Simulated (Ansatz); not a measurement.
**Compressing Al3Cu: a fit and a missing row**

Al3Cu, P4/mmm, a = 2.774 Å, c = 7.592 Å. The structure is a Materials Project entry; whether it is the stable form wasn't checked. Ansatz: r2SCAN, PAW, 500 eV, Γ-centred 16×16×6 mesh on 4 atoms, Gaussian smearing 0.10 eV; no spin polarisation. Shape and atoms are relaxed at each volume; pressure is positive in compression.

```
V (Å³/atom) P (GPa)
     12.850        ?
     13.288    12.35
     13.727     7.54
     14.165     3.45
     14.603    -0.02
     15.041    -2.96
     15.479    -5.44
     16.063    -8.13
```

Q: Take V0 = 14.603 Å³/atom, count pressures from its P0 = -0.02 GPa, fit the third-order Birch–Murnaghan form to the other rows, and predict the missing pressure.

A: With the Eulerian strain f = ½[(V0/V)^(2/3) − 1] and y = (P − P0)/[3f(1 + 2f)^(5/2)], the form is the line y = B0 + 1.5 B0 (B0′ − 4) f. Rows (f, y): 0.03247, 108.5; 0.02105, 108.0; 0.01025, 107.3; -0.00975, 105.6; -0.01905, 104.5; -0.03078, 102.9. Means f = 0.0006983, y = 106.13; Σ(Δf)² = 0.003005, ΣΔfΔy = 0.2639; the slope is their ratio. y = 106.1 + 87.83 f GPa, so B0 = 106.1 GPa and B0′ = 4 + 2 × (87.83)/(3 × 106.1) = 4.55. At V = 12.850, f = 0.04450, y = 110.01 and P = 18.16 GPa. The run gave 17.98 GPa, so the fit is 0.18 GPa too high, a small miss on the scale of the series.